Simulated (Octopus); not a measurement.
# MnO in Octopus: the effect of starting spin order

Crystal: MnO.

```
CELL_PARAMETERS angstrom
0.00000 2.22391 2.22391
2.22391 0.00000 2.22391
2.22391 2.22391 0.00000
ATOMIC_POSITIONS crystal
Mn 0.00000 0.00000 0.00000
O 0.50000 0.50000 0.50000
```

The cell is a database's computed one.

Alike in all runs:

* Program: Octopus 16.4
* Task: single point
* Functional: PBE
* Potentials or basis: pseudodojo_pbe (PseudoDojo 0.5, PBE)
* Grid spacing: 0.137 Å
* k mesh: 8 × 8 × 8
* Occupations: fermi-dirac, width 0.05 eV

```tsv
starting spin order	energy over the lowest run (meV/atom)	final net moment (μB)	final largest site moment (μB)
ferromagnetic start	0.0	4.85	4.60
ferromagnetic start larger moments	0.0	4.85	4.60
no spin	?	?	?
random start	0.0	-4.85	4.60
```

**Question.** What does the run with starting spin order no spin give?

**Answer.** Energy over the lowest run 1235.9 meV/atom; final net moment 0.00 μB; final largest site moment 0.00 μB.

Caveats: a cell with one magnetic atom can't hold antiferromagnetic order, which such compounds often take (some runs); an odd number of electrons without spin polarisation forces a metal (some runs); a magnetic or distorted state may lie lower (some runs).
